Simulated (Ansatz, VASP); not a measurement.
# One calculation of LiF, two programs

```
Li F
1.0
     3.10944    0.00000    0.00000
    -1.55472    2.69285    0.00000
     0.00000    0.00000    4.95396
Li F
2 2
Direct
  0.33333 0.66667 0.37087
  0.66667 0.33333 0.87087
  0.33333 0.66667 0.99393
  0.66667 0.33333 0.49393
```

Alike in both runs: task single point; functional PBE; k mesh 9 × 9 × 6; occupations gaussian, width 0.05 eV; no spin polarisation.

```csv
,VASP,Ansatz
version,VASP 6.6.1,Ansatz 0.2.0
potentials or method,"VASP PAW PBE potentials, release 64 (Li_sv, F)","scalar-relativistic, plane waves, PAW"
plane-wave cutoff (eV),520,520
valence electrons in the cell,20,20
```

|  | VASP | Ansatz | Ansatz less VASP |
| --- | --- | --- | --- |
| gap on the k mesh at the Fermi level (eV) | 7.65 | 7.67 | +0.012 |
| least direct gap on the mesh (eV) | 7.65 | 7.67 | +0.012 |
| rms of the force components (eV/Å) | 0.058 | 0.056 | -0.0024 |

Atom by atom the forces differ by 0.002 eV/Å (rms over components). With one functional, cell and mesh, what is left measures potentials, basis and numerics.

Caveats: an odd mesh through Γ misses points on the zone boundary, where band edges often lie.
